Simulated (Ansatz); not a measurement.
Ni:

```
CELL_PARAMETERS angstrom
0.00000 1.73757 1.73757
1.73757 0.00000 1.73757
1.73757 1.73757 0.00000
ATOMIC_POSITIONS crystal
Ni 0.00000 0.00000 0.00000
```

Base run:

```yaml
Program: Ansatz 0.2.0
Functional: RPBE
Potentials_or_basis: Ansatz PAW
Cutoff: "420 eV (not typed: the program's choice for these potentials)"
k_mesh: 13 × 13 × 13
Occupations: fermi-dirac, width 0.05 eV
Spin: collinear spin, ferromagnetic start
Starting_moments: "[1.0] μB"
```

Its results: band gap on the k mesh none (metal or under the smearing width); pressure 13.9 GPa; net moment 0.63 μB per cell; site moments Ni +0.67 μB.

The run is repeated on the same cell with these changes: functional from RPBE to LDA. What comes out?

Band gap on the k mesh none (metal or under the smearing width); pressure -10.2 GPa; net moment 0.62 μB per cell; site moments Ni +0.65 μB.

LDA binds more tightly than RPBE, so the same cell stands under less pressure.

Caveats: the PAW data sets come from PBE, with cores solved anew for the run's functional, which leaves a small shift of forces and pressure.
